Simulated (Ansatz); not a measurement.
# Co: magnetism under pressure and tension

Aim: scale the cell of Co and follow its moments, with and without spin polarisation. Methods of the runs shown: LAPW and crystal datasets. Companion runs by PAW are cited. Its runs: free moments (LAPW); volume scaled by 0.7 (LAPW and crystal datasets); volume scaled by 0.88 (LAPW); volume scaled by 0.94 (LAPW); volume scaled by 1.12 (LAPW); volume scaled by 1.12, no spin polarisation (LAPW); volume scaled by 1.2 (LAPW).

Method: DFT PBE, with the methods named in each step, in Ansatz 0.2.0.

## (1) Starting point

The structure is trigonal, space group P-3m1 (No. 164). Conventional cell: a = 2.487 Å, b = 2.487 Å, c = 4.063 Å, α = 90.00°, β = 90.00°, γ = 120.00°. Co (site symmetry 3m) has 12 Co at 2.42 to 2.55 Å as nearest neighbours.

Coordinates:

```
Co
1.0
     2.48736    0.00000    0.00000
    -1.24368    2.15412    0.00000
     0.00000    0.00000    4.06329
Co
2
Direct
  0.66667 0.33333 0.25986
  0.33333 0.66667 0.74014
```

Atoms are numbered in the order of the input: Co1, Co2.

## (2) Free moments, LAPW

input.yaml

```yaml
crystal:
  lattice:
    - [2.4873648738, 0.0, 0.0]
    - [-1.2436824369, 2.1541211692, 0.0]
    - [0.0, 0.0, 4.0632895034]
  atoms:
    - { symbol: Co, position: [0.6666666667, 0.3333333333, 0.259861], spin: 2.0 }
    - { symbol: Co, position: [0.3333333333, 0.6666666667, 0.740139], spin: 2.0 }
magnetization:
  spin_polarized: true
kpoints:
  mp_grid: { grid: [15, 15, 8] }
scf:
  occupations: { method: fermi_dirac, width: 0.08 }
  lower_state_search: "off"
hamiltonian:
  xc: pbe
  pseudopotentials: { kind: all_electron, lapw: { basis_error: 0.001 } }
output:
  forces: true
  stress: true
  eigenvalues: false
  populations: true
```

Started as:

```
> ansatz run input.yaml --threads 1 --pin off --max-ram 3072MiB --backend cpu --events-out ev --progress --plain --runs-dir out
```

What it wrote:

```text
settings of this run that can trade accuracy for cost: output.eigenvalues: false. Do not mix this run's numbers with those of runs without the same settings; the input reference describes each key
Co: projections on atomic orbitals take those of the free atom 1s2 2s2 2p6 3s2 3p6 3d7 4s2, of charge +0.00 (hamiltonian.pseudopotentials.projection_atoms)
LAPW: plane waves up to 9.282 Å⁻¹, error target 1.0e-3 eV per atom; small_component_spin mean_spin; Co in spheres of 1.211 Å, 17 of its electrons in bands, Dirac shells []
Engine: ansatz 0.2.0
Pseudopotentials: kind: all_electron
Pseudopotential: Co, LAPW, valence charge 17, Koelling and Harmon's equation, gaussian nucleus
Functional definition: PBE
  parameter kappa = 0.804
  parameter beta = 0.06672455060314922
  exchange = pbe_x(kappa = kappa, mu = beta*pi^2/3)
  correlation = pbe_c(beta = beta)
Crystal: 2 atoms, lattice volume = 21.771 Å³
Basis set: ecut = 328.23563189813973 eV, 313 PW (Γ), exchange–correlation at level 2
Bands: 23, of which v1, the nominal top of the filled ones, is band 17 counted from 1 (16 counted from 0)
Symmetry: 12 space group operations
Space group: P-3m1 (ITA 164), of the structure as read, at distance tolerance 2.8e-5 Å
Magnetic group: BNS 164.85 (UNI 1315), of the structure as read, at distance tolerance 2.8e-5 Å
k-points: 192 of 1800
Non-local potential: Co, projectors of the file, none
Initial density: superposition of atomic densities (chi_scale 0.1, normalization cell)
Starting moments: Σ|m| = 4 μB on 2 of 2 sites
Initial wavefunctions: plane waves of lowest kinetic energy (no species holds an atomic orbital)
Functional: x = pbe(κ = 0.804, μ = 0.2195149727645171), c = pbe(β = 0.06672455060314922)
iter 1 solved again at ethr=1.95e-4 eV; its pass at ethr=1.00e-1 eV (dr2=6.64e-2 eV) is discarded
SCF iter   1: F=—  HF=-75835.115472 eV  |F-HF|=—  |Δ(HF+E_count)|=         —  Δρ=1.78e-2 (↑1.68e-2 ↓1.78e-2)  dr2=6.65e-2  dr2_m=4.95e-2  M=3.320 μB ∫|m|=3.459 μB  β_m=0.30  ethr=1.95e-4  ⟨swp⟩=2.9  Hψ=64374  notcnv=0
preconditioner: auto → none  [metal: Δε(μ)=0.003 eV  Ē_g=9.484 eV  σ=0.080 eV  W_gap=0.01  n_scr=8 (ndim 8)  ℏωp=33.8 eV  f_vac=0.000  D(μ)=1.57/eV (n_scr^D=22)  sad-step TF]
SCF iter   2: F=—  HF=-75835.118267 eV  |F-HF|=—  |Δ(HF+E_count)|=   2.79e-3  Δρ=1.30e-2 (↑1.20e-2 ↓1.30e-2)  dr2=4.47e-2  dr2_m=2.71e-2  M=3.293 μB ∫|m|=3.468 μB  β_m=0.30  ethr=1.95e-4  ⟨swp⟩=2.0  Hψ=24665  notcnv=0
iter 3 solved again at ethr=1.24e-5 eV; its pass at ethr=1.31e-4 eV (dr2=4.21e-3 eV) is discarded
SCF iter   3: F=—  HF=-75835.128056 eV  |F-HF|=—  |Δ(HF+E_count)|=   9.79e-3  Δρ=8.97e-3 (↑8.40e-3 ↓8.97e-3)  dr2=4.20e-3  dr2_m=1.39e-2  M=3.285 μB ∫|m|=3.492 μB  β_m=0.30  ethr=1.24e-5  ⟨swp⟩=2.0  Hψ=43147  notcnv=0
SCF iter   4: F=—  HF=-75835.141694 eV  |F-HF|=—  |Δ(HF+E_count)|=   1.36e-2  Δρ=6.36e-3 (↑6.02e-3 ↓6.36e-3)  dr2=1.03e-3  dr2_m=7.29e-3  M=3.277 μB ∫|m|=3.509 μB  β_m=0.30  ethr=1.23e-5  ⟨swp⟩=2.1  Hψ=24515  notcnv=0
SCF iter   5: F=—  HF=-75835.149887 eV  |F-HF|=—  |Δ(HF+E_count)|=         —  Δρ=4.38e-3 (↑4.36e-3 ↓4.38e-3)  dr2=9.54e-6  dr2_m=3.81e-3  M=3.272 μB ∫|m|=3.524 μB  β_m=0.30  ethr=3.04e-6  ⟨swp⟩=2.8  Hψ=25019  notcnv=0
the basis was enlarged: its passes take 154.1 KiB over the memory plan, 2 of 2 planned eigensolver slots
SCF iter   6: F=—  HF=-75835.154627 eV  |F-HF|=—  |Δ(HF+E_count)|=   4.74e-3  Δρ=3.18e-3 (↑3.16e-3 ↓3.18e-3)  dr2=3.80e-6  dr2_m=2.01e-3  M=3.269 μB ∫|m|=3.536 μB  β_m=0.30  ethr=2.81e-8  ⟨swp⟩=3.4  Hψ=28432  notcnv=0
Mixer restart at iter 6: flushing history
spin-set hold released at iteration 6 (site moments contracting): the magnetisation degrees of freedom join the quasi-Newton model from the next iteration; the mixer history was flushed
SCF iter   7: F=—  HF=-75835.157449 eV  |F-HF|=—  |Δ(HF+E_count)|=   2.82e-3  Δρ=2.32e-3 (↑2.29e-3 ↓2.32e-3)  dr2=2.25e-6  dr2_m=1.06e-3  M=3.267 μB ∫|m|=3.546 μB  β_m=0.62  ethr=1.12e-8  ⟨swp⟩=3.8  Hψ=28759  notcnv=0
SCF iter   8: F=—  HF=-75835.161678 eV  |F-HF|=—  |Δ(HF+E_count)|=   4.23e-3  Δρ=3.25e-4 (↑2.87e-4 ↓3.25e-4)  dr2=2.99e-7  dr2_m=1.86e-5  M=3.263 μB ∫|m|=3.582 μB  β_m=0.82  ethr=6.61e-9  ⟨swp⟩=4.0  Hψ=33720  notcnv=0
SCF iter   9: F=—  HF=-75835.161858 eV  |F-HF|=—  |Δ(HF+E_count)|=   1.80e-4  Δρ=7.08e-5 (↑7.08e-5 ↓4.07e-5)  dr2=1.46e-6  dr2_m=6.97e-8  M=3.266 μB ∫|m|=3.594 μB  β_m=0.56  ethr=8.80e-10  ⟨swp⟩=4.0  Hψ=32375  notcnv=0
SCF iter  10: F=—  HF=-75835.161865 eV  |F-HF|=—  |Δ(HF+E_count)|=   6.50e-6  Δρ=8.01e-5 (↑6.73e-5 ↓8.01e-5)  dr2=2.11e-6  dr2_m=1.03e-7  M=3.266 μB ∫|m|=3.596 μB  β_m=0.40  ethr=8.80e-10  ⟨swp⟩=3.0  Hψ=28287  notcnv=0
iter 11 did not close the SCF: its close was put off for a magnetic moment that had not settled (scf_convergence_deferred on its scf_iter line)
SCF iter  11: F=-75835.161847 eV  HF=-75835.161847 eV  |F-HF|=1.37e-8  |Δ(HF+E_count)|=   1.74e-5  Δρ=6.32e-6 (↑6.32e-6 ↓5.51e-6)  dr2=7.71e-9  dr2_m=5.19e-9  M=3.266 μB ∫|m|=3.595 μB  β_m=0.48  ethr=8.80e-10  ⟨swp⟩=3.0  Hψ=28234  notcnv=0
SCF iter  12: F=-75835.161847 eV  HF=-75835.161847 eV  |F-HF|=1.70e-8  |Δ(HF+E_count)|=   3.12e-8  Δρ=3.33e-6 (↑2.65e-6 ↓3.33e-6)  dr2=2.57e-9  dr2_m=1.48e-9  M=3.266 μB ∫|m|=3.595 μB  ethr=2.27e-11  ⟨swp⟩=3.0  Hψ=26363  notcnv=0
SCF 1 converged in 12 iterations: F = -75835.161847 eV  dr2 = 2.57e-9
SCF converged after 12 iterations
Magnetization: 3.2664 μB (18.6332 up, 15.3668 down)
Absolute magnetization: 3.5954 μB (∫|ρ↑−ρ↓|)
Spin contamination: 0.0571 ħ² per cell (⟨S²⟩ above its minimum at these occupations)
Per-site moments (μB) at R_I (Å): [(1.6951911737771947, 1.211477762359966), (1.6951911737771947, 1.211477762359966)]
Free energy (F): -75835.161847 eV
Harris-Foulkes:  -75835.161847 eV  (|F-HF|=1.70e-8)
Internal energy: -75835.127604 eV  (E = F + TS)
E sigma→0 (E₀):  -75835.144726 eV
Entropy (-TS):   -0.034244 eV (-17.122 meV/atom)
Fermi energy:    19.032113 eV
--- Per-component energies (eV) ---
  E_band       = -477.174963
  E_kinetic    = 76963.540795
  E_xc         = -3249.691375
  E_electrostatic = -149548.977024  (all electrons and nuclei)
  E_smearing   = -0.034244  (= −TS)
  E_closure    = 0.000000  (closes the sum)
  E_atoms      = -75818.578525  (free atoms, spherical and without spin; not in F)
  Σ components = -75835.161847   (vs F -75835.161847, Δ=0.00e0)
  Basis errors (estimates in eV, not in F): energy 2.8e-4 per atom: plane waves 2.2e-4 (1.1e-4 summed), levels above the bands 3.7e-54, relativity 4.1e-8, radial functions 6.5e-5, core shells 2.0e-9; eigenvalues (radial functions only) 7.5e-7; not estimated: angular momenta, meshes, grids; target (lapw.basis_error) 1.0e-3; muffin-tin radii Co 1.211 Å
--- Forces (eV/Å), atoms counted from 1 ---
  atom   1  Co    -0.00000000     0.00000000    -0.51114385
  atom   2  Co     0.00000000    -0.00000000     0.51114385
  max |Σ_I F_I| component: 0.00e0 eV/Å
--- Stress (GPa, compression-positive) ---
        1.179705       0.000000      -0.000000
        0.000000       1.179705       0.000000
       -0.000000       0.000000      -0.450201
  P = ⅓ Tr σ = 0.6364 GPa (6.364 kbar)
--- Löwdin populations: 2 sites ---
  site symbol       q [e]    m [muB]
     0     Co     26.7854     1.6991
     1     Co     26.7854     1.6991
  spilling = 0.007946 (of n_electrons = 54.000000)
settings of this run that can trade accuracy for cost: output.eigenvalues: false. Do not mix this run's numbers with those of runs without the same settings; the input reference describes each key
```

Run time: 1.8 min. Hardware: 1 thread of Arm Neoverse V2, shared host; peak memory 0.78 GiB.

Read from it: total moment 3.27 μB; site moments Co1 1.70, Co2 1.70 μB; pressure 0.64 GPa.

## (3) Volume scaled by 0.7, LAPW

input.yaml: that of step 2 with these lines changed.

```diff
@@ -2,5 +2,5 @@
   lattice:
-    - [2.4873648738, 0.0, 0.0]
-    - [-1.2436824369, 2.1541211692, 0.0]
-    - [0.0, 0.0, 4.0632895034]
+    - [2.2085412252, 0.0, 0.0]
+    - [-1.1042706126, 1.9126528064, 0.0]
+    - [0.0, 0.0, 3.6078110103]
   atoms:
```

Started as:

```
> ansatz run input.yaml --threads 1 --pin off --max-ram 3072MiB --backend cpu --events-out ev --progress --plain --runs-dir out
```

What it wrote, cut to the lines that bear on the results:

```text
settings of this run that can trade accuracy for cost: output.eigenvalues: false. Do not mix this run's numbers with those of runs without the same settings; the input reference describes each key
Co: projections on atomic orbitals take those of the free atom 1s2 2s2 2p6 3s2 3p6 3d7 4s2, of charge +0.00 (hamiltonian.pseudopotentials.projection_atoms)
[...]
        0.000000     164.027092      -0.000000
        0.000000      -0.000000     157.678371
  P = ⅓ Tr σ = 161.9109 GPa (1619.109 kbar)
--- Löwdin populations: 2 sites ---
  site symbol       q [e]    m [muB]
     0     Co     26.8177     0.4597
     1     Co     26.8177     0.4597
  spilling = 0.006750 (of n_electrons = 54.000000)
settings of this run that can trade accuracy for cost: output.eigenvalues: false. Do not mix this run's numbers with those of runs without the same settings; the input reference describes each key
```

Run time: 2.6 min. Hardware: 1 thread of Arm Neoverse V2, shared host; peak memory 0.78 GiB.

Result: total moment 0.89 μB; site moments Co1 0.46, Co2 0.46 μB; pressure 161.91 GPa.

## (4) Volume scaled by 0.7, crystal datasets

input.yaml: that of step 3 with these lines changed.

```diff
@@ -17,3 +17,3 @@
   xc: pbe
-  pseudopotentials: { kind: all_electron, lapw: { basis_error: 0.001 } }
+  pseudopotentials: { kind: all_electron, datasets: crystal }
 output:
@@ -22,2 +22 @@
   eigenvalues: false
-  populations: true
```

Started as:

```
> ansatz run input.yaml --threads 1 --pin off --max-ram 3072MiB --backend cpu --events-out ev --progress --plain --runs-dir out
```

What it wrote, cut to the lines that bear on the results:

```text
settings of this run that can trade accuracy for cost: output.eigenvalues: false. Do not mix this run's numbers with those of runs without the same settings; the input reference describes each key
[...]
Pseudopotentials: kind: all_electron
Pseudopotential: Co, paw, valence charge 17, recommended cutoff 460 eV (normal), Koelling and Harmon's equation, gaussian nucleus
Functional definition: PBE
[...]
Crystal: 2 atoms, lattice volume = 15.240 Å³
[...]
  atom   2  Co    -0.00000000     0.00000000     2.33096674
[...]
--- Stress (GPa, compression-positive) ---
      164.032039       0.000000       0.000000
        0.000000     164.032039      -0.000000
        0.000000      -0.000000     157.696189
  P = ⅓ Tr σ = 161.9201 GPa (1619.201 kbar)
settings of this run that can trade accuracy for cost: output.eigenvalues: false. Do not mix this run's numbers with those of runs without the same settings; the input reference describes each key
```

Run time: 79 s. Hardware: 1 thread of Arm Neoverse V2, shared host; peak memory 0.85 GiB.

In short: total moment 0.90 μB; site moments Co1 0.46, Co2 0.46 μB; pressure 161.92 GPa.

## (5) Volume scaled by 0.88, LAPW

input.yaml: that of step 4 with these lines changed.

```diff
@@ -2,5 +2,5 @@
   lattice:
-    - [2.2085412252, 0.0, 0.0]
-    - [-1.1042706126, 1.9126528064, 0.0]
-    - [0.0, 0.0, 3.6078110103]
+    - [2.3836018896, 0.0, 0.0]
+    - [-1.1918009448, 2.0642597889, 0.0]
+    - [0.0, 0.0, 3.8937852023]
   atoms:
@@ -17,3 +17,3 @@
   xc: pbe
-  pseudopotentials: { kind: all_electron, datasets: crystal }
+  pseudopotentials: { kind: all_electron, lapw: { basis_error: 0.001 } }
 output:
@@ -22 +22,2 @@
   eigenvalues: false
+  populations: true
```

Started as:

```
> ansatz run input.yaml --threads 1 --pin off --max-ram 3072MiB --backend cpu --events-out ev --progress --plain --runs-dir out
```

What it wrote:

```text
settings of this run that can trade accuracy for cost: output.eigenvalues: false. Do not mix this run's numbers with those of runs without the same settings; the input reference describes each key
Co: projections on atomic orbitals take those of the free atom 1s2 2s2 2p6 3s2 3p6 3d7 4s2, of charge +0.00 (hamiltonian.pseudopotentials.projection_atoms)
LAPW: plane waves up to 9.751 Å⁻¹, error target 1.0e-3 eV per atom; small_component_spin mean_spin; Co in spheres of 1.161 Å, 17 of its electrons in bands, Dirac shells []
Engine: ansatz 0.2.0
Pseudopotentials: kind: all_electron
Pseudopotential: Co, LAPW, valence charge 17, Koelling and Harmon's equation, gaussian nucleus
Functional definition: PBE
  parameter kappa = 0.804
  parameter beta = 0.06672455060314922
  exchange = pbe_x(kappa = kappa, mu = beta*pi^2/3)
  correlation = pbe_c(beta = beta)
Crystal: 2 atoms, lattice volume = 19.159 Å³
Basis set: ecut = 362.2801012289848 eV, 313 PW (Γ), exchange–correlation at level 2
Bands: 23, of which v1, the nominal top of the filled ones, is band 17 counted from 1 (16 counted from 0)
Symmetry: 12 space group operations
Space group: P-3m1 (ITA 164), of the structure as read, at distance tolerance 2.7e-5 Å
Magnetic group: BNS 164.85 (UNI 1315), of the structure as read, at distance tolerance 2.7e-5 Å
k-points: 192 of 1800
Non-local potential: Co, projectors of the file, none
Initial density: superposition of atomic densities (chi_scale 0.1, normalization cell)
Starting moments: Σ|m| = 4 μB on 2 of 2 sites
Initial wavefunctions: plane waves of lowest kinetic energy (no species holds an atomic orbital)
Functional: x = pbe(κ = 0.804, μ = 0.2195149727645171), c = pbe(β = 0.06672455060314922)
iter 1 solved again at ethr=2.27e-4 eV; its pass at ethr=1.00e-1 eV (dr2=7.72e-2 eV) is discarded
SCF iter   1: F=—  HF=-75834.874052 eV  |F-HF|=—  |Δ(HF+E_count)|=         —  Δρ=2.37e-2 (↑2.37e-2 ↓2.36e-2)  dr2=7.74e-2  dr2_m=8.17e-2  M=3.184 μB ∫|m|=3.290 μB  β_m=0.30  ethr=2.27e-4  ⟨swp⟩=2.9  Hψ=64406  notcnv=0
preconditioner: auto → none  [metal: Δε(μ)=0.004 eV  Ē_g=10.587 eV  σ=0.080 eV  W_gap=0.01  n_scr=2 (ndim 8)  ℏωp=36.0 eV  f_vac=0.000  D(μ)=1.57/eV (n_scr^D=22)  sad-step TF]
SCF iter   2: F=—  HF=-75834.836147 eV  |F-HF|=—  |Δ(HF+E_count)|=   3.79e-2  Δρ=1.75e-2 (↑1.64e-2 ↓1.75e-2)  dr2=4.93e-2  dr2_m=4.53e-2  M=3.147 μB ∫|m|=3.285 μB  β_m=0.30  ethr=2.27e-4  ⟨swp⟩=2.0  Hψ=25651  notcnv=0
SCF iter   3: F=—  HF=-75834.847623 eV  |F-HF|=—  |Δ(HF+E_count)|=   1.15e-2  Δρ=1.25e-2 (↑1.22e-2 ↓1.25e-2)  dr2=4.95e-3  dr2_m=2.52e-2  M=3.119 μB ∫|m|=3.285 μB  β_m=0.30  ethr=1.45e-4  ⟨swp⟩=2.1  Hψ=25330  notcnv=0
SCF iter   4: F=—  HF=-75834.862803 eV  |F-HF|=—  |Δ(HF+E_count)|=   1.52e-2  Δρ=9.13e-3 (↑9.00e-3 ↓9.13e-3)  dr2=1.15e-3  dr2_m=1.40e-2  M=3.098 μB ∫|m|=3.285 μB  β_m=0.30  ethr=1.45e-5  ⟨swp⟩=2.0  Hψ=24470  notcnv=0
iter 5 solved again at ethr=2.06e-8 eV; its pass at ethr=3.39e-6 eV (dr2=7.00e-6 eV) is discarded
SCF iter   5: F=—  HF=-75834.871708 eV  |F-HF|=—  |Δ(HF+E_count)|=   8.91e-3  Δρ=6.65e-3 (↑6.65e-3 ↓6.65e-3)  dr2=7.08e-6  dr2_m=7.76e-3  M=3.083 μB ∫|m|=3.287 μB  β_m=0.30  ethr=2.06e-8  ⟨swp⟩=2.6  Hψ=43305  notcnv=0
SCF iter   6: F=—  HF=-75834.876795 eV  |F-HF|=—  |Δ(HF+E_count)|=   5.09e-3  Δρ=4.96e-3 (↑4.96e-3 ↓4.96e-3)  dr2=3.05e-6  dr2_m=4.32e-3  M=3.071 μB ∫|m|=3.288 μB  β_m=0.30  ethr=2.06e-8  ⟨swp⟩=3.5  Hψ=28380  notcnv=0
SCF iter   7: F=—  HF=-75834.879703 eV  |F-HF|=—  |Δ(HF+E_count)|=   2.91e-3  Δρ=3.70e-3 (↑3.70e-3 ↓3.70e-3)  dr2=1.57e-7  dr2_m=2.40e-3  M=3.063 μB ∫|m|=3.290 μB  β_m=0.30  ethr=8.98e-9  ⟨swp⟩=3.8  Hψ=28685  notcnv=0
Mixer restart at iter 7: flushing history
spin-set hold released at iteration 7 (site moments contracting): the magnetisation degrees of freedom join the quasi-Newton model from the next iteration; the mixer history was flushed
SCF iter   8: F=—  HF=-75834.881375 eV  |F-HF|=—  |Δ(HF+E_count)|=   1.67e-3  Δρ=2.76e-3 (↑2.76e-3 ↓2.76e-3)  dr2=6.73e-8  dr2_m=1.33e-3  M=3.056 μB ∫|m|=3.291 μB  β_m=0.65  ethr=4.63e-10  ⟨swp⟩=4.0  Hψ=33464  notcnv=0
SCF iter   9: F=—  HF=-75834.883629 eV  |F-HF|=—  |Δ(HF+E_count)|=   2.25e-3  Δρ=1.46e-4 (↑1.20e-4 ↓1.46e-4)  dr2=2.36e-7  dr2_m=3.04e-6  M=3.039 μB ∫|m|=3.298 μB  β_m=0.82  ethr=1.98e-10  ⟨swp⟩=4.8  Hψ=37852  notcnv=0
SCF iter  10: F=—  HF=-75834.883651 eV  |F-HF|=—  |Δ(HF+E_count)|=   2.21e-5  Δρ=1.02e-4 (↑1.02e-4 ↓2.84e-5)  dr2=1.06e-6  dr2_m=5.23e-7  M=3.039 μB ∫|m|=3.300 μB  β_m=0.88  ethr=1.98e-10  ⟨swp⟩=3.9  Hψ=30515  notcnv=0
SCF iter  11: F=—  HF=-75834.883657 eV  |F-HF|=—  |Δ(HF+E_count)|=   5.68e-6  Δρ=9.46e-5 (↑3.32e-5 ↓9.46e-5)  dr2=1.30e-6  dr2_m=2.22e-7  M=3.039 μB ∫|m|=3.301 μB  β_m=0.74  ethr=1.98e-10  ⟨swp⟩=3.5  Hψ=30707  notcnv=0
SCF iter  12: F=—  HF=-75834.883649 eV  |F-HF|=—  |Δ(HF+E_count)|=   7.81e-6  Δρ=3.04e-5 (↑2.28e-5 ↓3.04e-5)  dr2=1.29e-6  dr2_m=9.20e-9  M=3.040 μB ∫|m|=3.302 μB  β_m=0.57  ethr=1.98e-10  ⟨swp⟩=3.2  Hψ=28280  notcnv=0
SCF iter  13: F=-75834.883648 eV  HF=-75834.883648 eV  |F-HF|=3.22e-8  |Δ(HF+E_count)|=   8.50e-7  Δρ=4.85e-6 (↑4.85e-6 ↓3.42e-6)  dr2=9.86e-9  dr2_m=1.66e-9  M=3.040 μB ∫|m|=3.303 μB  ethr=1.98e-10  ⟨swp⟩=3.0  Hψ=28138  notcnv=0
SCF 1 converged in 13 iterations: F = -75834.883648 eV  dr2 = 9.86e-9
SCF converged after 13 iterations
Magnetization: 3.0401 μB (18.5200 up, 15.4800 down)
Absolute magnetization: 3.3026 μB (∫|ρ↑−ρ↓|)
Spin contamination: 0.0408 ħ² per cell (⟨S²⟩ above its minimum at these occupations)
Per-site moments (μB) at R_I (Å): [(1.5722270913361172, 1.1609397213850703), (1.5722270913361172, 1.1609397213850703)]
Free energy (F): -75834.883648 eV
Harris-Foulkes:  -75834.883648 eV  (|F-HF|=3.22e-8)
Internal energy: -75834.846630 eV  (E = F + TS)
E sigma→0 (E₀):  -75834.865139 eV
Entropy (-TS):   -0.037018 eV (-18.509 meV/atom)
Fermi energy:    22.124837 eV
--- Per-component energies (eV) ---
  E_band       = -378.046870
  E_kinetic    = 76976.219480
  E_xc         = -3252.454338
  E_electrostatic = -149558.611773  (all electrons and nuclei)
  E_smearing   = -0.037018  (= −TS)
  E_closure    = 0.000000  (closes the sum)
  E_atoms      = -75818.578525  (free atoms, spherical and without spin; not in F)
  Σ components = -75834.883648   (vs F -75834.883648, Δ=0.00e0)
  Basis errors (estimates in eV, not in F): energy 2.7e-4 per atom: plane waves 2.2e-4 (1.1e-4 summed), levels above the bands 3.4e-62, relativity 6.3e-9, radial functions 5.3e-5, core shells 7.7e-9; eigenvalues (radial functions only) 7.7e-7; not estimated: angular momenta, meshes, grids; target (lapw.basis_error) 1.0e-3; muffin-tin radii Co 1.161 Å
--- Forces (eV/Å), atoms counted from 1 ---
  atom   1  Co    -0.00000000     0.00000000    -1.00977836
  atom   2  Co     0.00000000    -0.00000000     1.00977836
  max |Σ_I F_I| component: 2.22e-16 eV/Å
--- Stress (GPa, compression-positive) ---
       38.756195       0.000000      -0.000000
        0.000000      38.756195       0.000000
       -0.000000       0.000000      34.903071
  P = ⅓ Tr σ = 37.4718 GPa (374.718 kbar)
--- Löwdin populations: 2 sites ---
  site symbol       q [e]    m [muB]
     0     Co     26.7944     1.5735
     1     Co     26.7944     1.5735
  spilling = 0.007615 (of n_electrons = 54.000000)
settings of this run that can trade accuracy for cost: output.eigenvalues: false. Do not mix this run's numbers with those of runs without the same settings; the input reference describes each key
```

Wall time 1.7 min (1 thread of Arm Neoverse V2, shared host); peak memory 0.8 GiB.

Result: total moment 3.04 μB; site moments Co1 1.57, Co2 1.57 μB; pressure 37.47 GPa.

(Part 1 of 3 ends here.)
